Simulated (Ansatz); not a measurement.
Crystal: CaO.

```
Ca O
1.0
     0.00000    2.40356    2.40356
     2.40356    0.00000    2.40356
     2.40356    2.40356    0.00000
Ca O
1 1
Cartesian
  0.0000 0.0000 0.0000
  2.4036 2.4036 2.4036
```

The cell is a database's computed one.

```yaml
Program: Ansatz 0.2.0
Task: relaxation of cell and atoms
Functional: PBEsol0
Potentials_or_basis: Ansatz PAW
Cutoff: "420 eV (not typed: the program's choice for these potentials)"
k_mesh: 5 × 5 × 5
Occupations: fermi-dirac, width 0.05 eV
Spin: no spin polarisation
```

At the start: volume 13.89 Å³/atom.

Problem. How do energy, volume and symmetry change on relaxing?

Solution. It ends after 7 steps and the volume is 13.42 Å³/atom (-3.4 %); space group Fm-3m (No. 225, to 0.05 Å).

Step by step:
```
step  energy change (eV)  largest force (eV/Å)  volume (Å³)
   1              0.0000                0.0000        27.77
   2             -0.0130                0.0000        26.63
   3             -0.0133                0.0000        26.87
   4             -0.0133                0.0000        26.86
   5             -0.0117                0.0000        26.86
   6             -0.0118                0.0000        26.83
   7             -0.0118                0.0000        26.83
```

Final structure:
```yaml
crystal:
  lattice:
    - [0.00000, 2.37615, 2.37615]
    - [2.37615, 0.00000, 2.37615]
    - [2.37615, 2.37615, 0.00000]
  atoms:
    - { symbol: Ca, position: [0.00000, 0.00000, 0.00000] }
    - { symbol: O, position: [0.50000, 0.50000, 0.50000] }
```

Caveat: the k mesh is coarse (spacing up to 0.45 Å⁻¹), so the values aren't converged, least of all with exact exchange; the plane-wave basis is chosen anew once the cell has moved, so the energies of steps on either side of that aren't comparable; the pressure holds a Pulay correction of +0.3 GPa for the finite cutoff; the PAW data sets come from PBE, with cores solved anew for the run's functional, which leaves a small shift of forces and pressure.
